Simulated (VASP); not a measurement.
# Ge (Fd-3m) in VASP: settings compared

The runs below take Ge through single point, with PBEsol, LDA.

Everything below comes from runs of VASP 6.6.1. Logs are shortened: lines on timing, memory, paths and dates and some standing lists are left out, and cuts for length are marked.

### 1 The undisturbed crystal

Symmetry: Fd-3m, No. 227, cubic system. The conventional cell has a = 5.658 Å, b = 5.658 Å, c = 5.658 Å, α = 90.00°, β = 90.00°, γ = 90.00°. Ge (site symmetry -43m) has 4 Ge at 2.45 Å as nearest neighbours.

### 2 Single point, PBEsol (grid = ENCUT=500 dk=0.45 cell=3x3x2 ISMEAR=0 SIGMA=0.05 LREAL=Auto EDIFF=1e-06)

File INCAR:

```
SYSTEM = Ge
PREC = Accurate
ENCUT = 500
EDIFF = 1E-6
ISMEAR = 0
SIGMA = 0.05
LREAL = Auto
LASPH = .True.
NELM = 120
ALGO = Fast
ISIF = 2
LWAVE = .False.
LCHARG = .False.
GGA = PS
NBANDS = 256
NCORE = 1
KPAR = 2
```

File KPOINTS:

```
Automatic mesh
0
Gamma
  2 2 3
  0 0 0
```

File POSCAR:

```
Ge
1.0
    0.0000000000      8.4867300000      8.4867300000
    8.4867300000      0.0000000000      8.4867300000
    5.6578200000      5.6578200000      0.0000000000
Ge
35
Direct
    0.2500000000      0.2500000000      0.8750000000
    0.2500000000      0.5833333333      0.3750000000
    0.2500000000      0.5833333333      0.8750000000
    0.2500000000      0.9166666667      0.3750000000
    0.2500000000      0.9166666667      0.8750000000
    0.5833333333      0.2500000000      0.3750000000
    0.5833333333      0.2500000000      0.8750000000
    0.5833333333      0.5833333333      0.3750000000
    0.5833333333      0.5833333333      0.8750000000
    0.5833333333      0.9166666667      0.3750000000
    0.5833333333      0.9166666667      0.8750000000
    0.9166666667      0.2500000000      0.3750000000
    0.9166666667      0.2500000000      0.8750000000
    0.9166666667      0.5833333333      0.3750000000
    0.9166666667      0.5833333333      0.8750000000
    0.9166666667      0.9166666667      0.3750000000
    0.9166666667      0.9166666667      0.8750000000
    0.1666666667      0.1666666667      0.2500000000
    0.1666666667      0.1666666667      0.7500000000
    0.1666666667      0.5000000000      0.2500000000
    0.1666666667      0.5000000000      0.7500000000
    0.1666666667      0.8333333333      0.2500000000
    0.1666666667      0.8333333333      0.7500000000
    0.5000000000      0.1666666667      0.2500000000
    0.5000000000      0.1666666667      0.7500000000
    0.5000000000      0.5000000000      0.2500000000
    0.5000000000      0.5000000000      0.7500000000
    0.5000000000      0.8333333333      0.2500000000
    0.5000000000      0.8333333333      0.7500000000
    0.8333333333      0.1666666667      0.2500000000
    0.8333333333      0.1666666667      0.7500000000
    0.8333333333      0.5000000000      0.2500000000
    0.8333333333      0.5000000000      0.7500000000
    0.8333333333      0.8333333333      0.2500000000
    0.8333333333      0.8333333333      0.7500000000
```

Potentials or basis: VASP PAW PBE potentials, release 64 (Ge_d).

Launch:

```
$ cat potpaw_PBE.64/Ge_d/POTCAR > POTCAR
$ mpirun -np 4 vasp_std > vasp.out
```

OUTCAR:

```text
SYSTEM = Ge
   PREC = Accurate
   ENCUT = 500
   EDIFF = 1E-6
   ISMEAR = 0
   LREAL = Auto
   LASPH = .True.
   NELM = 120
   ISIF = 2
   GGA = PS

 Found      6 irreducible k-points:

 Following reciprocal coordinates:
            Coordinates               Weight
  0.000000  0.000000  0.000000      1.000000
  0.500000  0.000000  0.000000      2.000000
  0.500000  0.500000  0.000000      1.000000
  0.000000  0.000000  0.333333      2.000000
  0.500000  0.000000  0.333333      4.000000
  0.500000  0.500000  0.333333      2.000000
   k-points           NKPTS =      6   k-points in BZ     NKDIM =      6   number of bands    NBANDS=    256
   number of dos      NEDOS =    301   number of ions     NIONS =     35
   total plane-waves  NPLWV = 486000
   dimension x,y,z NGX =    90 NGY =   90 NGZ =   60
   dimension x,y,z NGXF=   180 NGYF=  180 NGZF=  120
   ions per type =              35
   NGX,Y,Z   is equivalent  to a cutoff of  12.47, 12.47, 12.47 a.u.
   NGXF,Y,Z  is equivalent  to a cutoff of  24.93, 24.93, 24.93 a.u.
 SYSTEM =  Ge
   PREC   = accura    normal or accurate (medium, high low for compatibility)
   ISTART =      0    job   : 0-new  1-cont  2-samecut
   ICHARG =      2    charge: 1-file 2-atom 10-const
   ISPIN  =      1    spin polarized calculation?
   LNONCOLLINEAR =      F non collinear calculations
   LSORBIT =      F    spin-orbit coupling
   LASPH  =      T    aspherical Exc in radial PAW
   ENCUT  =  500.0 eV  36.75 Ry    6.06 a.u.  21.88 21.88 14.59*2*pi/ulx,y,z
   NELM   =    120;   NELMIN=  2; NELMDL= -5     # of ELM steps
   EDIFF  = 0.1E-05   stopping-criterion for ELM
   LREAL  =      T    real-space projection
   EDIFFG = 0.1E-04   stopping-criterion for IOM
   NSW    =      0    number of steps for IOM
   IBRION =     -1    ionic relax: 0-MD 1-quasi-New 2-CG
   NFREE  =      0    steps in history (QN), initial steepest desc. (CG)
   ISIF   =      2    stress and relaxation
   ISYM   =      2    0-nonsym 1-usesym 2-fastsym
   POTIM  = 0.5000    time-step for ionic-motion
   TEBEG  =    0.0;   TEEND  =   0.0 temperature during run
   PSTRESS=    0.0 pullay stress
   NELECT =     490.0000    total number of electrons
   NUPDOWN=      -1.0000    fix difference up-down
   EMIN   =  10.00;   EMAX   =-10.00  energy-range for DOS
   EFERMI =   0.00;   METHOD = LEGACY
   ISMEAR =     0;   SIGMA  =   0.05  broadening in eV -4-tet -1-fermi 0-gaus
   EFERMI_NEDOS =   21; number of points for ismear=-14 and -15
   IALGO  =     68    algorithm
   IMIX   =      4    mixing-type and parameters
     AMIX     =   0.40;   BMIX     =  1.00
     AMIX_MAG =   1.60;   BMIX_MAG =  1.00
  volume/ion in A,a.u.               =      23.29       157.14
  Fermi-wavevector in a.u.,A,eV,Ry     =   1.381721  2.611073 25.975587  1.909152
  Thomas-Fermi vector in A             =   2.506479
   LORBIT       =      0    0 simple, 1 ext, 2 COOP (PROOUT), +10 PAW based schemes
   GGA     = PS    functional components
   LHFCALC =     F    Hartree Fock is set to
   AEXX    =    0.0000 exact exchange contribution
   IVDW    =     0    specifies the selected vdW correction
   LEPSILON=     F    determine dielectric tensor
   LRPA    =     F    only Hartree local field effects (RPA)
 non-spin polarized calculation
 RMM-DIIS sequential band-by-band and
 Gauss-broadening in eV      SIGMA  =   0.05
  energy-cutoff  :      500.00
  volume of cell :      815.00
 maximum number of plane-waves:     20740
 NGX is ok and might be reduce to    90
   NGX = 43   NGY = 43   NGZ = 29

 number of electron     490.0000383 magnetization

 Free energy of the ion-electron system (eV)
  ---------------------------------------------------
  ext. energy  EPLUGINS =         0.00000000
  ---------------------------------------------------
  free energy    TOTEN  =      -169.74390431 eV

  energy without entropy =     -169.73576709  energy(sigma->0) =     -169.73983570

 E-fermi :   4.6040     XC(G=0):  -9.9947

 val. band max:        4.2828347543   @ k =   0.0000   0.0000   0.0000
 cond. band min:       4.6308947504   @ k =   0.5000   0.0000   0.3333
 fundamental gap:      0.3480599961
 Fermi energy:         4.6039993242

 k-point     1 :       0.0000    0.0000    0.0000
  band No.  band energies     occupation
      1     -20.2843      2.00000
      2     -20.2841      2.00000
      3     -20.2812      2.00000
      4     -20.2745      2.00000
      5     -20.2700      2.00000
      6     -20.2668      2.00000
[... 248 lines left out ...]
    255       5.5756      0.00000
    256       5.8128      0.00000

 k-point     2 :       0.5000    0.0000    0.0000
  band No.  band energies     occupation
      1     -20.2844      2.00000
      2     -20.2837      2.00000
      3     -20.2803      2.00000
      4     -20.2753      2.00000
      5     -20.2695      2.00000
      6     -20.2669      2.00000
[... 248 lines left out ...]
    255       6.2585      0.00000
    256       6.4133      0.00000

 k-point     3 :       0.5000    0.5000    0.0000
  band No.  band energies     occupation
      1     -20.2847      2.00000
      2     -20.2832      2.00000
      3     -20.2803      2.00000
      4     -20.2756      2.00000
      5     -20.2697      2.00000
      6     -20.2669      2.00000
[... 248 lines left out ...]
    255       6.1725      0.00000
    256       6.2030      0.00000

 k-point     4 :       0.0000    0.0000    0.3333
  band No.  band energies     occupation
      1     -20.2883      2.00000
      2     -20.2843      2.00000
      3     -20.2814      2.00000
      4     -20.2770      2.00000
      5     -20.2758      2.00000
      6     -20.2677      2.00000
[... 248 lines left out ...]
    255       6.0989      0.00000
    256       6.1118      0.00000

 k-point     5 :       0.5000    0.0000    0.3333
  band No.  band energies     occupation
      1     -20.2876      2.00000
      2     -20.2836      2.00000
      3     -20.2813      2.00000
      4     -20.2766      2.00000
      5     -20.2757      2.00000
      6     -20.2687      2.00000
[... 248 lines left out ...]
    255       6.8177      0.00000
    256       7.3807      0.00000

 k-point     6 :       0.5000    0.5000    0.3333
  band No.  band energies     occupation
      1     -20.2870      2.00000
      2     -20.2831      2.00000
      3     -20.2814      2.00000
      4     -20.2764      2.00000
      5     -20.2763      2.00000
      6     -20.2690      2.00000
[... 248 lines left out ...]
    255       7.2811      0.00000
    256       7.4565      0.00000

------------------------ aborting loop because EDIFF is reached ----------------------------------------

  FORCE on cell =-STRESS in cart. coord.  units (eV):
  Direction    XX          YY          ZZ          XY          YZ          ZX
  --------------------------------------------------------------------------------------
  -------------------------------------------------------------------------------------
  Total        0.4093962      0.4093962      0.0517054      0.1107536     -0.1442293     -0.1442294
  in kB        0.8048121      0.8048121      0.1016451      0.2177251     -0.2835334     -0.2835336
  external PRESSURE =       0.5704231 kB  Pullay stress =       0.0000000 kB

 VOLUME and BASIS-vectors are now :
 -----------------------------------------------------------------------------
  energy-cutoff  :      500.00
  volume of cell :      815.00
      direct lattice vectors                 reciprocal lattice vectors
     0.000000000  8.486730000  8.486730000    -0.058915507  0.058915507  0.058915507
     8.486730000  0.000000000  8.486730000     0.058915507 -0.058915507  0.058915507
     5.657820000  5.657820000  0.000000000     0.088373260  0.088373260 -0.088373260

 POSITION                                       TOTAL-FORCE (eV/Angst)
 -----------------------------------------------------------------------------------
      7.07227      7.07227      4.24336        -0.034923     -0.034923     -0.042585
      7.07227      4.24336      7.07227        -0.184372      0.001043     -0.173590
      9.90118      7.07227      7.07227        -0.007764      0.111005     -0.155799
      9.90119      4.24336      9.90119         0.062317     -0.090061      0.154679
     12.73010      7.07227      9.90119         0.012140     -0.079804      0.067899
      4.24336      7.07227      7.07227         0.001043     -0.184372     -0.173590
[... 27 lines left out ...]
      8.48673      8.48673     14.14455        -0.000059     -0.000059      0.170021
     11.31564     11.31564     14.14455         0.016510      0.016510     -0.036320
 -----------------------------------------------------------------------------------
    total drift:                                0.000174      0.000174      0.000282

  FREE ENERGIE OF THE ION-ELECTRON SYSTEM (eV)
  ---------------------------------------------------
  free  energy   TOTEN  =      -169.7439043106 eV

  energy  without entropy=     -169.7357670856  energy(sigma->0) =     -169.73983570
```

Wall time 11 min (4 MPI ranks of Intel Xeon 6975P-C (Granite Rapids), shared host); peak memory 0.88 GiB.

These settings aren't checked as converged: the numbers below hold their error.

Results:

```yaml
Free_energy: -169.7439 eV
Pressure: 0.1 GPa
Largest_force: 0.541 eV/Å
Band_gap_on_the_k_mesh: none (metal or under the smearing width)
```

Caveat: the PAW data sets were made with another functional, which shifts forces and pressure a little.

### 3 Single point, LDA (grid = ENCUT=400 dk=1.6 cell=3x3x2 ISMEAR=0 SIGMA=0.05 LREAL=Auto EDIFF=1e-06)

File INCAR:

```
PREC = Accurate
ENCUT = 400
EDIFF = 1E-6
ISMEAR = 0
SIGMA = 0.05
LREAL = Auto
LASPH = True
NELM = 120
ALGO = Fast
ISIF = 2
LWAVE = False
LCHARG = False
NBANDS = 259
NCORE = 2
KPAR = 1
```

File KPOINTS:

```
Automatic mesh
0
Gamma
  1 1 1
```

Edit POSCAR of step 2 so:

```diff
@@ -1,2 +1,2 @@
-Ge
+SiGe35
 1.0
@@ -5,5 +5,6 @@
     5.6578200000      5.6578200000      0.0000000000
-Ge
-35
+Si Ge
+1 35
 Direct
+    0.2500000000      0.2500000000      0.3750000000
     0.2500000000      0.2500000000      0.8750000000
```

Potentials or basis: VASP PAW LDA potentials, release 64 (Si, Ge_d).

Launch:

```
$ cat potpaw_LDA.64/Si/POTCAR potpaw_LDA.64/Ge_d/POTCAR > POTCAR
$ mpirun -np 4 vasp_std > vasp.out
```

Wall time 5.9 min (4 MPI ranks of Intel Xeon Platinum 8488C (Sapphire Rapids), shared host); peak memory 0.29 GiB.

The run converged, but some of its settings lie outside the range that counts as converged, so its numbers aren't taken as properties of the crystal.

What came out:

```
Free energy            : -170.5095 eV
Pressure               : 2.4 GPa
Largest force          : 0.545 eV/Å
Band gap on the k mesh : 0.05 eV, direct
```

### 4 Single point, LDA (grid = ENCUT=400 dk=0.6 cell=3x3x2 ISMEAR=0 SIGMA=0.05 LREAL=Auto EDIFF=1e-06)

Edit INCAR of step 3 so:

```diff
@@ -13,3 +13,3 @@
 NBANDS = 259
-NCORE = 2
-KPAR = 1
+NCORE = 1
+KPAR = 2
```

File KPOINTS:

```
Automatic mesh
0
Gamma
  2 2 2
```

POSCAR is that of step 3.

Launch:

```
$ cat potpaw_LDA.64/Si/POTCAR potpaw_LDA.64/Ge_d/POTCAR > POTCAR
$ mpirun -np 4 vasp_std > vasp.out
```

It took 18 min on 4 MPI ranks of Intel Xeon Platinum 8488C (Sapphire Rapids), shared host; peak memory 0.58 GiB.

The run converged, but some of its settings lie outside the range that counts as converged, so its numbers aren't taken as properties of the crystal.

Results:

- Free energy: -186.3391 eV
- Pressure: -1.6 GPa
- Largest force: 0.386 eV/Å
- Band gap on the k mesh: none (metal or under the smearing width)

Caveat: the k mesh is coarse (spacing up to 0.48 Å⁻¹), so the values aren't converged.

### 5 Single point, LDA (grid = ENCUT=340 dk=0.45 cell=3x3x2 ISMEAR=0 SIGMA=0.05 LREAL=Auto EDIFF=1e-06)

Edit INCAR of step 4 so:

```diff
@@ -1,3 +1,3 @@
 PREC = Accurate
-ENCUT = 400
+ENCUT = 340
 EDIFF = 1E-6
```

File KPOINTS:

```
Automatic mesh
0
Gamma
  2 2 3
```

POSCAR is that of step 4.

Launch:

```
$ cat potpaw_LDA.64/Si/POTCAR potpaw_LDA.64/Ge_d/POTCAR > POTCAR
$ mpirun -np 4 vasp_std > vasp.out
```

Wall time 13 min (4 MPI ranks of Intel Xeon Platinum 8488C (Sapphire Rapids), shared host); peak memory 0.46 GiB.

The run converged, but some of its settings lie outside the range that counts as converged, so its numbers aren't taken as properties of the crystal.

What came out:

| Property | Result |
| --- | --- |
| Free energy | -186.8994 eV |
| Largest force | 0.373 eV/Å |
| Band gap on the k mesh | none (metal or under the smearing width) |

Caveat: the cutoff is under 1.25 times the usual one of these potentials, so pressure, stress and relaxed cells hold a basis-set (Pulay) error.
